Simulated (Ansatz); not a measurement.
# AlN: course of a relaxation

All numbers below come from Ansatz, DFT PBE, scalar-relativistic, plane waves, PAW. Settings: 420 eV cutoff, 12×12×6 k-mesh, Gaussian smearing of 0.02 eV, no spin polarisation.

What was changed: relaxed at 60 GPa.

The real crystal has changed phase below this pressure.

Command:

```bash
ansatz run input.yaml --threads 1 --pin off --max-ram 2560MiB --backend cpu --events-out ev --progress --plain --runs-dir out
```

Input:

```yaml
crystal:
  lattice:
    - [2.9362414158, 0.0, 0.0]
    - [-1.4681207079, 2.5428596577, 0.0]
    - [0.0, 0.0, 4.654894304]
  atoms:
    - { symbol: Al, position: [0.6666666667, 0.3333333333, 0.4975883806] }
    - { symbol: Al, position: [0.3333333333, 0.6666666667, 0.9975883806] }
    - { symbol: "N", position: [0.6666666667, 0.3333333333, 0.8824116194] }
    - { symbol: "N", position: [0.3333333333, 0.6666666667, 0.3824116194] }
basis:
  ecutwfc: 420
kpoints:
  mp_grid: { grid: [12, 12, 6] }
hamiltonian:
  xc: pbe
scf:
  occupations: { method: gaussian, width: 0.02 }
output:
  forces: true
  stress: true
  eigenvalues: true
relax:
  adjacent_minimum: "off"
  f_tol: 0.008
  max_steps: 50
  cell: { stress_tol: 0.08, p_target: 60.0 }
```

F is the free energy. Steps run on the plane waves of an earlier cell, but the last one, and at times one on the way, on a freshly chosen basis, so a repeated geometry can differ a little in energy. The relaxation lowers the enthalpy F + PV at the target pressure, so F itself can rise.

Steps:

| step | F − F(1) (eV) | largest force component (eV/Å) | V (Å³/atom) | P (GPa) |
| --- | --- | --- | --- | --- |
| 1 | 0.0000 | 0.066 | 8.689 | 57.79 |
| 2 | 0.0431 | 0.090 | 8.658 | 59.12 |
| 3 | 0.0938 | 0.100 | 8.622 | 60.48 |
| 4 | 0.0870 | 0.075 | 8.626 | 59.82 |
| 5 | 0.0909 | 0.000 | 8.623 | 60.00 |
| 6 | 0.0916 | 0.001 | 8.623 | 59.96 |
| 7 | 0.0947 | 0.000 | 8.621 | 60.01 |
| 8 | 0.0947 | 0.000 | 8.621 | 60.00 |

Relaxed structure:

```
CELL_PARAMETERS angstrom
2.95164 0.00000 0.00000
-1.47582 2.55619 0.00000
0.00000 0.00000 4.57043
ATOMIC_POSITIONS crystal
Al 0.66667 0.33333 0.49374
Al 0.33333 0.66667 0.99374
N 0.66667 0.33333 0.88626
N 0.33333 0.66667 0.38626
```

The structure is hexagonal, space group P6_3mc (No. 186). Conventional cell: a = 2.952 Å, b = 2.952 Å, c = 4.570 Å, α = 90.00°, β = 90.00°, γ = 120.00°. Al (site symmetry 3m) has 4 N at 1.77 to 1.79 Å as nearest neighbours. N (site symmetry 3m) is surrounded by 4 Al at 1.77 to 1.79 Å.

The run converged. The run took 33 s on 1 thread of Arm Neoverse V1 (shared host), peak memory 0.33 GiB.